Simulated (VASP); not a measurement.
Write the native input for VASP 6.6.1 that does the following.

```yaml
Task: single point
Functional: PBE
Potentials_or_basis: VASP PAW PBE potentials, release 64 (C)
Cutoff: 520 eV
k_mesh: 19 × 19 × 12
Occupations: fermi-dirac, width 0.05 eV
Spin: no spin polarisation
Dipole_correction: no
Further_INCAR_settings: ALGO = Fast; EDIFF = 1e-06; NBANDS = 11
```

The structure of C lies in POSCAR:

```
C
1.0
    2.1273203072     -1.2282824400      0.0000000000
    2.1273203072      1.2282824400      0.0000000000
   -1.3790696309      0.0000000000      3.5028300786
C
2
Direct
    0.1666444700      0.1666444700      0.9999069600
    0.8333555300      0.8333555300      0.0000930400
```

This is a stacking variant of graphite.

One way to write it, as run:

INCAR

```
SYSTEM = C
PREC = Accurate ; ENCUT = 520
EDIFF = 1E-6 ; ISMEAR = -1
SIGMA = 0.05 ; LREAL = .FALSE.
LASPH = .TRUE. ; NELM = 100
ALGO = Fast ; ISIF = 2
LWAVE = .FALSE. ; LCHARG = .FALSE.
GGA = PE ; NBANDS = 11
```

KPOINTS

```
Automatic mesh
0
G
  19 19 12
  0 0 0
```

Potentials or basis: VASP PAW PBE potentials, release 64 (C).

Command:

```bash
$ cat potpaw_PBE.64/C/POTCAR > POTCAR
$ mpirun -np 1 vasp_std > vasp.out
```

It gave:

```yaml
Pressure: 4.3 GPa
Largest_force: 0.004 eV/Å
Band_gap_on_the_k_mesh: 0.43 eV, indirect (least direct gap 0.45 eV)
```

Caveat: an odd mesh through Γ misses points on the zone boundary, where band edges often lie; this functional lacks dispersion, which binds the layers, so the pressure and a relaxed spacing across them are unreliable.

Wall time 2.5 min on 1 thread of AMD EPYC 7R13 Processor (Zen 3), on a shared host, peak memory 0.24 GiB.
